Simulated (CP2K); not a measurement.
## Cu under changes of volume

One of the cells (11.436 Å³/atom); the others are scaled copies at fixed shape and fractional positions:

```
CELL_PARAMETERS angstrom
2.53410 0.00000 0.00000
-1.26705 2.19459 0.00000
0.00000 0.00000 4.11257
ATOMIC_POSITIONS crystal
Cu 0.66667 0.33333 0.75000
Cu 0.33333 0.66667 0.25000
```

This isn't the form of Cu at room conditions, which is fcc.

- Program: CP2K 2026.2
- Functional: PBEsol
- Potentials or basis: POTENTIAL_UZH Cu GTH-PBE-q11; TZVP-MOLOPT-PBE-GTH basis
- Density cutoff: 6123 eV
- k mesh: 12 × 12 × 7
- Occupations: fermi-dirac, width 0.05 eV
- Spin: no spin polarisation

```tsv
volume (Å³/atom)	energy over the lowest point (meV/atom)	pressure (GPa)
10.749	?	?
10.978	12.04	8.6
11.207	3.46	4.3
11.436	0.00	0.6
11.664	1.48	-2.6
11.893	7.34	-5.5
12.122	17.12	-8.1
```

Task: What does the run at 10.749 Å³/atom give?

Result: Energy over the lowest point 27.49 meV/atom; pressure 13.2 GPa.

Worked out: A Birch-Murnaghan fit of order 3 (a polynomial in V^(-2/3)) to the other rows has its minimum at 11.48 Å³/atom with B0 = V·E''(V) = 166 GPa and B' = 3.6 at fixed shape and positions, which overstates the stiffness. It gives 26.50 meV/atom at 10.749 Å³/atom, against the run's 27.49, and -dE/dV = 12.3 GPa, against 13.2.

Energies are extrapolated to zero smearing.

Caveats: the potentials were made for another functional, which shifts forces and pressure; the basis of atomic orbitals isn't converged, which shifts pressures, moduli and gaps.
